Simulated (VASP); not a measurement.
# EuO (k07) (Fm-3m) in VASP: notebook

EuO (k07) is run at these levels: PBE; tasks: single point.

Program: VASP 6.6.1. These are calculated values, not measurements. Logs are shortened: lines on timing, memory, paths and dates and some standing lists are left out, and cuts for length are marked.

**The experiment to reproduce.**

From a printed reference work, monograph, for a bulk crystal of EuO at 300 K: band gap 1.115 eV (optical).

The results are compared with them further down.

### Step 1. The cell of the first run

The structure is cubic, space group Fm-3m (No. 225). Conventional cell: a = 5.062 Å, b = 5.062 Å, c = 5.062 Å, α = 90.00°, β = 90.00°, γ = 90.00°. Eu (site symmetry m-3m) has 6 O at 2.53 Å within 3.3 Å. Within 3.3 Å of O (site symmetry m-3m) lie 6 Eu at 2.53 Å.

### Step 2. Single point, PBE, collinear spin, ferromagnetic start

INCAR

```
SYSTEM = EuO
PREC = Accurate ; ENCUT = 600
EDIFF = 1E-6 ; ISMEAR = 0
SIGMA = 0.1 ; LREAL = .FALSE.
LASPH = .TRUE. ; NELM = 200
ALGO = Normal ; ISIF = 2
LWAVE = .FALSE. ; LCHARG = .TRUE.
ISPIN = 2 ; MAGMOM = 7.28 0
LORBIT = 11 ; LMAXMIX = 6
GGA = PE ; LELF = .TRUE.
LVHAR = .TRUE. ; NBANDS = 22
GGA_COMPAT = .FALSE.
```

KPOINTS

```
regular mesh
0
G
  20 20 20
  0 0 0
```

POSCAR

```
EuO
1.0
    0.0000000000      2.5308229520      2.5308229520
    2.5308229520      0.0000000000      2.5308229520
    2.5308229520      2.5308229520      0.0000000000
Eu O
1 1
Direct
    0.0000000000      0.0000000000      0.0000000000
    0.5000000000      0.5000000000      0.5000000000
```

Potentials or basis: VASP PAW PBE potentials, release 64 (Eu, O).

The run is started by

```console
$ cat potpaw_PBE.64/Eu/POTCAR potpaw_PBE.64/O/POTCAR > POTCAR
$ mpirun -np 1 vasp_std > vasp.out
```

OUTCAR:

```text
SYSTEM = EuO
   PREC = Accurate
   ENCUT = 600
   EDIFF = 1E-6
   ISMEAR = 0
   LREAL = .FALSE.
   LASPH = .TRUE.
   NELM = 200
   ISIF = 2
   ISPIN = 2
   LORBIT = 11
   GGA = PE

 ion  position               nearest neighbor table
   1  0.000  0.000  0.000-   2 2.53   2 2.53   2 2.53   2 2.53   2 2.53   2 2.53
   2  0.500  0.500  0.500-   1 2.53   1 2.53   1 2.53   1 2.53   1 2.53   1 2.53

  LATTYP: Found a face centered cubic cell.
 ALAT       =     5.0616459040

  Lattice vectors:

 A1 = (   0.0000000000,   2.5308229520,   2.5308229520)
 A2 = (   2.5308229520,   0.0000000000,   2.5308229520)
 A3 = (   2.5308229520,   2.5308229520,   0.0000000000)

Analysis of symmetry for initial positions (statically):
=====================================================================
 Subroutine PRICEL returns:
 Original cell was already a primitive cell.

 Routine SETGRP: Setting up the symmetry group for a
 face centered cubic supercell.

 Subroutine GETGRP returns: Found 48 space group operations
 (whereof 48 operations were pure point group operations)
 out of a pool of 48 trial point group operations.

The static configuration has the point symmetry O_h .

Analysis of symmetry for dynamics (positions and initial velocities):
=====================================================================
 Subroutine PRICEL returns:
 Original cell was already a primitive cell.

 Routine SETGRP: Setting up the symmetry group for a
 face centered cubic supercell.

 Subroutine GETGRP returns: Found 48 space group operations
 (whereof 48 operations were pure point group operations)
 out of a pool of 48 trial point group operations.

The dynamic configuration has the point symmetry O_h .

Analysis of structural, dynamic, and magnetic symmetry:
=====================================================================
 Subroutine PRICEL returns:
 Original cell was already a primitive cell.

 Routine SETGRP: Setting up the symmetry group for a
 face centered cubic supercell.

 Subroutine GETGRP returns: Found 48 space group operations
 (whereof 48 operations were pure point group operations)
 out of a pool of 48 trial point group operations.

The overall configuration has the point symmetry O_h .

 Subroutine INISYM returns: Found 48 space group operations
 (whereof 48 operations are pure point group operations),
 and found     1 'primitive' translations

----------------------------------------------------------------------------------------

                                     Primitive cell

  volume of cell :      32.4202

  direct lattice vectors                    reciprocal lattice vectors
     0.000000000  2.530822952  2.530822952    -0.197564195  0.197564195  0.197564195
     2.530822952  0.000000000  2.530822952     0.197564195 -0.197564195  0.197564195
     2.530822952  2.530822952  0.000000000     0.197564195  0.197564195 -0.197564195

  length of vectors
     3.579124143  3.579124143  3.579124143     0.342191224  0.342191224  0.342191224

  position of ions in fractional coordinates (direct lattice)
     0.000000000  0.000000000  0.000000000
     0.500000000  0.500000000  0.500000000

  ion indices of the primitive-cell ions
   primitive index   ion index
                 1           1
                 2           2

----------------------------------------------------------------------------------------

 KPOINTS: regular mesh

Automatic generation of k-mesh.
 Grid dimensions read from file:
 generate k-points for:   20   20   20

 Generating k-lattice:

  Cartesian coordinates                     Fractional coordinates (reciprocal lattice)
    -0.009878210  0.009878210  0.009878210     0.050000000  0.000000000  0.000000000
     0.009878210 -0.009878210  0.009878210     0.000000000  0.050000000  0.000000000
     0.009878210  0.009878210 -0.009878210     0.000000000  0.000000000  0.050000000

  Length of vectors
     0.017109561  0.017109561  0.017109561

  Shift w.r.t. Gamma in fractional coordinates (k-lattice)
     0.000000000  0.000000000  0.000000000

 Subroutine IBZKPT returns following result:
 ===========================================

 Found    256 irreducible k-points:

 Following reciprocal coordinates:
            Coordinates               Weight
  0.000000  0.000000  0.000000      1.000000
  0.050000  0.000000  0.000000      8.000000
  0.100000  0.000000  0.000000      8.000000
  0.150000  0.000000  0.000000      8.000000
  0.200000  0.000000  0.000000      8.000000
  0.250000  0.000000  0.000000      8.000000
[... 16 lines left out ...]
 -0.400000  0.050000  0.000000     24.000000
 -0.350000  0.050000  0.000000     24.000000
 [... further k-points ...]
   k-points           NKPTS =    256   k-points in BZ     NKDIM =    256   number of bands    NBANDS=     22
   number of dos      NEDOS =    301   number of ions     NIONS =      2
   total plane-waves  NPLWV =  27000
   dimension x,y,z NGX =    30 NGY =   30 NGZ =   30
   dimension x,y,z NGXF=    60 NGYF=   60 NGZF=   60
   ions per type =               1   1
   NGX,Y,Z   is equivalent  to a cutoff of  13.93, 13.93, 13.93 a.u.
   NGXF,Y,Z  is equivalent  to a cutoff of  27.87, 27.87, 27.87 a.u.
 SYSTEM =  EuO
   PREC   = accura    normal or accurate (medium, high low for compatibility)
   ISTART =      0    job   : 0-new  1-cont  2-samecut
   ICHARG =      2    charge: 1-file 2-atom 10-const
   ISPIN  =      2    spin polarized calculation?
   LNONCOLLINEAR =      F non collinear calculations
   LSORBIT =      F    spin-orbit coupling
   LASPH  =      T    aspherical Exc in radial PAW
   ENCUT  =  600.0 eV  44.10 Ry    6.64 a.u.   7.15  7.15  7.15*2*pi/ulx,y,z
   NELM   =    200;   NELMIN=  2; NELMDL= -5     # of ELM steps
   EDIFF  = 0.1E-05   stopping-criterion for ELM
   LREAL  =      F    real-space projection
   EDIFFG = 0.1E-04   stopping-criterion for IOM
   NSW    =      0    number of steps for IOM
   IBRION =     -1    ionic relax: 0-MD 1-quasi-New 2-CG
   NFREE  =      0    steps in history (QN), initial steepest desc. (CG)
   ISIF   =      2    stress and relaxation
   ISYM   =      2    0-nonsym 1-usesym 2-fastsym
   POTIM  = 0.5000    time-step for ionic-motion
   TEBEG  =    0.0;   TEEND  =   0.0 temperature during run
   PSTRESS=    0.0 pullay stress
   NELECT =      23.0000    total number of electrons
   NUPDOWN=      -1.0000    fix difference up-down
   EMIN   =  10.00;   EMAX   =-10.00  energy-range for DOS
   EFERMI =   0.00;   METHOD = LEGACY
   ISMEAR =     0;   SIGMA  =   0.10  broadening in eV -4-tet -1-fermi 0-gaus
   EFERMI_NEDOS =   21; number of points for ismear=-14 and -15
   IALGO  =     38    algorithm
   IMIX   =      4    mixing-type and parameters
     AMIX     =   0.40;   BMIX     =  1.00
     AMIX_MAG =   1.60;   BMIX_MAG =  1.00
  volume/ion in A,a.u.               =      16.21       109.39
  Fermi-wavevector in a.u.,A,eV,Ry     =   1.460088  2.759166 29.005673  2.131857
  Thomas-Fermi vector in A             =   2.576579
   LORBIT       =     11    0 simple, 1 ext, 2 COOP (PROOUT), +10 PAW based schemes
   GGA     = PE    functional components
   LHFCALC =     F    Hartree Fock is set to
   AEXX    =    0.0000 exact exchange contribution
   IVDW    =     0    specifies the selected vdW correction
   LEPSILON=     F    determine dielectric tensor
   LRPA    =     F    only Hartree local field effects (RPA)
 spin polarized calculation
 Gauss-broadening in eV      SIGMA  =   0.10
  energy-cutoff  :      600.00
  volume of cell :       32.42
 maximum number of plane-waves:      1106
 NGX is ok and might be reduce to    30
   NGX = 15   NGY = 15   NGZ = 15

 number of electron      23.0000000 magnetization       6.9441541

 Free energy of the ion-electron system (eV)
  ---------------------------------------------------
  ext. energy  EPLUGINS =         0.00000000
  ---------------------------------------------------
  free energy    TOTEN  =       -22.04536565 eV

  energy without entropy =      -22.03886590  energy(sigma->0) =      -22.04211578

 E-fermi :   5.0205     XC(G=0): -11.1302

 val. band max:        5.0150466854   @ k =   0.5000   0.4500   0.0500
 cond. band min:       5.0232426623   @ k =   0.1000   0.0500   0.0000
 fundamental gap:      0.0081959769
 Fermi energy:         5.0205359366

 spin component 1

 k-point     1 :       0.0000    0.0000    0.0000
  band No.  band energies     occupation
      1     -36.5024      1.00000
      2     -14.8397      1.00000
      3     -14.8397      1.00000
      4     -14.8397      1.00000
      5     -13.9065      1.00000
      6       1.0000      1.00000
[... 14 lines left out ...]
     21       8.9611      0.00000
     22      14.2400      0.00000

 k-point     2 :       0.0500    0.0000    0.0000
  band No.  band energies     occupation
      1     -36.4996      1.00000
      2     -14.9637      1.00000
      3     -14.8422      1.00000
      4     -14.8422      1.00000
      5     -13.7896      1.00000
      6       0.9102      1.00000
[... 14 lines left out ...]
     21       9.0485      0.00000
     22      14.3981      0.00000

 k-point     3 :       0.1000    0.0000    0.0000
  band No.  band energies     occupation
      1     -36.4916      1.00000
      2     -15.2307      1.00000
      3     -14.8493      1.00000
      4     -14.8493      1.00000
      5     -13.5430      1.00000
      6       0.6726      1.00000
[... 14 lines left out ...]
     21       9.2984      0.00000
     22      14.8522      0.00000
[... 476 lines left out ...]
 k-point    23 :      -0.4000    0.0500    0.0000
  band No.  band energies     occupation
      1     -36.3944      1.00000
      2     -16.7226      1.00000
      3     -14.9646      1.00000
      4     -14.9273      1.00000
      5     -12.3037      1.00000
      6      -1.1383      1.00000
[... 14 lines left out ...]
     21      12.5830      0.00000
     22      16.4376      0.00000

 k-point    24 :      -0.3500    0.0500    0.0000
  band No.  band energies     occupation
      1     -36.4057      1.00000
      2     -16.5976      1.00000
      3     -14.9596      1.00000
      4     -14.9124      1.00000
      5     -12.3967      1.00000
      6      -0.9782      1.00000
[... 14 lines left out ...]
     21      12.1302      0.00000
     22      17.0291      0.00000

 [... further k-points ...]

 spin component 2

 k-point     1 :       0.0000    0.0000    0.0000
  band No.  band energies     occupation
      1     -33.4677      1.00000
      2     -13.9759      1.00000
      3     -12.5491      1.00000
      4     -12.5491      1.00000
      5     -12.5491      1.00000
      6       1.0896      1.00000
[... 14 lines left out ...]
     21      10.0877      0.00000
     22      16.2075      0.00000

 k-point     2 :       0.0500    0.0000    0.0000
  band No.  band energies     occupation
      1     -33.4642      1.00000
      2     -14.0536      1.00000
      3     -12.5516      1.00000
      4     -12.5516      1.00000
      5     -12.4826      1.00000
      6       1.0143      1.00000
[... 14 lines left out ...]
     21      10.2007      0.00000
     22      16.3416      0.00000

 k-point     3 :       0.1000    0.0000    0.0000
  band No.  band energies     occupation
      1     -33.4539      1.00000
      2     -14.2486      1.00000
      3     -12.5591      1.00000
      4     -12.5591      1.00000
      5     -12.3201      1.00000
      6       0.8105      1.00000
[... 14 lines left out ...]
     21      10.4763      0.00000
     22      16.7343      0.00000
[... 476 lines left out ...]
 k-point    23 :      -0.4000    0.0500    0.0000
  band No.  band energies     occupation
      1     -33.3286      1.00000
      2     -15.5934      1.00000
      3     -12.6868      1.00000
      4     -12.6380      1.00000
      5     -11.3676      1.00000
      6      -0.8316      1.00000
[... 14 lines left out ...]
     21      13.8304      0.00000
     22      17.8894      0.00000

 k-point    24 :      -0.3500    0.0500    0.0000
  band No.  band energies     occupation
      1     -33.3432      1.00000
      2     -15.4735      1.00000
      3     -12.6833      1.00000
      4     -12.6211      1.00000
      5     -11.4388      1.00000
      6      -0.6878      1.00000
[... 14 lines left out ...]
     21      13.2908      0.00000
     22      18.5541      0.00000

 [... further k-points ...]
[... 5 lines left out ...]
  --------------------------------------------------------------------------------------
  -------------------------------------------------------------------------------------
  Total       -0.0410212     -0.0410212     -0.0410212      0.0000000      0.0000000     -0.0000000
  in kB       -2.0272325     -2.0272325     -2.0272325      0.0000000      0.0000000     -0.0000000
  external PRESSURE =      -2.0272325 kB  Pullay stress =       0.0000000 kB

 VOLUME and BASIS-vectors are now :
 -----------------------------------------------------------------------------
  energy-cutoff  :      600.00
  volume of cell :       32.42
      direct lattice vectors                 reciprocal lattice vectors
     0.000000000  2.530822952  2.530822952    -0.197564195  0.197564195  0.197564195
     2.530822952  0.000000000  2.530822952     0.197564195 -0.197564195  0.197564195
     2.530822952  2.530822952  0.000000000     0.197564195  0.197564195 -0.197564195

 POSITION                                       TOTAL-FORCE (eV/Angst)
 -----------------------------------------------------------------------------------
      0.00000      0.00000      0.00000         0.000000     -0.000000     -0.000000
      2.53082      2.53082      2.53082        -0.000000      0.000000      0.000000
 -----------------------------------------------------------------------------------
    total drift:                                0.000000      0.000000      0.000000

  FREE ENERGIE OF THE ION-ELECTRON SYSTEM (eV)
  ---------------------------------------------------
  free  energy   TOTEN  =       -22.0453656491 eV

  energy  without entropy=      -22.0388659027  energy(sigma->0) =      -22.04211578

 total charge

# of ion       s       p       d       f       tot
--------------------------------------------------
    1        2.033   5.768   0.428   6.599  14.828
    2        1.552   3.411   0.000   0.000   4.963
--------------------------------------------------
tot          3.585   9.179   0.428   6.599  19.791

 magnetization (x)

# of ion       s       p       d       f       tot
--------------------------------------------------
    1       -0.012  -0.105   0.149   6.541   6.573
    2       -0.004  -0.092   0.000   0.000  -0.096
--------------------------------------------------
tot         -0.017  -0.197   0.149   6.541   6.476
```

It took 4.7 min on 1 thread of Intel Xeon 6975P-C (Granite Rapids), shared host; peak memory 0.49 GiB.

What came out:

| Item | Value |
| --- | --- |
| Free energy | -22.0454 eV |
| Pressure | -0.2 GPa |
| Net moment | 6.94 μB per cell |
| Site moments | Eu +6.57; O -0.10 μB |
| Valence electrons inside the program's atomic spheres | Eu 14.83; O 4.96 |

Caveat: spin-orbit coupling is left out, which moves the levels of the heavy elements; a cell with one magnetic atom can't hold antiferromagnetic order, which such compounds often take; without U or exact exchange the open f shell lies at the Fermi level, which spoils levels, moments and volumes.

### Step 3. Single point, PBE, collinear spin, ferromagnetic start

This run uses another cell than the first one, of 17.01 Å³/atom, 1.050 times its volume.

INCAR

```
PREC = Accurate ; ENCUT = 600
EDIFF = 1E-6 ; ISMEAR = 0
SIGMA = 0.1 ; LREAL = False
LASPH = True ; NELM = 200
ALGO = Normal ; ISIF = 2
LWAVE = False ; LCHARG = False
ISPIN = 2 ; MAGMOM = 7 0
LORBIT = 11 ; LMAXMIX = 6
GGA = PE ; NBANDS = 22
GGA_COMPAT = False
```

KPOINTS

```
regular mesh
0
Gamma
  6 6 6
```

POSCAR

```
EuO
1.0
    0.0000000000      2.5719500000      2.5719500000
    2.5719500000      0.0000000000      2.5719500000
    2.5719500000      2.5719500000      0.0000000000
Eu O
1 1
Direct
    0.0000000000      0.0000000000      0.0000000000
    0.5000000000      0.5000000000      0.5000000000
```

Potentials or basis: VASP PAW PBE potentials, release 64 (Eu, O).

The run is started by

```console
$ cat potpaw_PBE.64/Eu/POTCAR potpaw_PBE.64/O/POTCAR > POTCAR
$ mpirun -np 1 vasp_std > vasp.out
```

Wall time 24 s (1 thread of Intel Xeon 6975P-C (Granite Rapids), shared host); peak memory 0.21 GiB.

The run converged. Its results:

```yaml
Free_energy: -22.0254 eV
Pressure: -4.5 GPa
Band_gap_on_the_k_mesh: zero (filled and empty bands overlap)
Net_moment: 6.97 μB per cell
Site_moments: Eu +6.59; O -0.10 μB
Valence_electrons_inside_the_program's_atomic_spheres: Eu 14.80; O 4.94
```

Levels at points of the mesh, in eV from the Fermi level:
Spin up:
| k point | band 11 | band 12 | band 13 | band 14 | band 15 | band 16 | band 17 | band 18 | band 19 | band 20 |
| --- | --- | --- | --- | --- | --- | --- | --- | --- | --- | --- |
| (0.00, 0.00, 0.00) | -0.25 | -0.25 | -0.25 | 0.05 | 0.05 | 0.05 | 1.61 | 1.61 | 1.61 | 3.85 |
| (0.50, 0.00, 0.00) | -0.50 | -0.29 | -0.29 | -0.28 | -0.25 | 2.22 | 4.33 | 4.33 | 4.70 | 7.59 |
| (0.50, 0.50, 0.00) | -0.41 | -0.38 | -0.38 | -0.30 | -0.06 | -0.06 | 3.38 | 5.70 | 6.55 | 6.55 |
Spin down:
```csv
k point,band 6,band 7,band 8,band 9,band 10,band 11
"(0.00, 0.00, 0.00)",-3.81,-3.81,-3.81,0.65,2.73,2.73
"(0.50, 0.00, 0.00)",-5.79,-4.86,-4.86,3.04,3.68,4.14
"(0.50, 0.50, 0.00)",-3.85,-3.76,-3.76,-0.23,4.16,4.26
```

Caveat: spin-orbit coupling is left out, which moves the levels of the heavy elements; a cell with one magnetic atom can't hold antiferromagnetic order, which such compounds often take; without U or exact exchange the open f shell lies at the Fermi level, which spoils levels, moments and volumes.

### Step 4. Comparison with measurements

Step 2. Measured gap of EuO: 1.115 eV (optical; 300 K; a printed reference work, monograph). This calculation gives 0.00 eV (-1.11 eV). So large a miss can be the level of theory's own, or it may mean another phase, state or a wrong row. Spin-orbit coupling on Eu is left out. The value is that of PBE on a finite k mesh, which can miss the band edges, without temperature or zero-point motion. Semilocal functionals fall short of measured gaps as a rule. The run's magnetic order (collinear spin, ferromagnetic start) needn't be the measured crystal's.
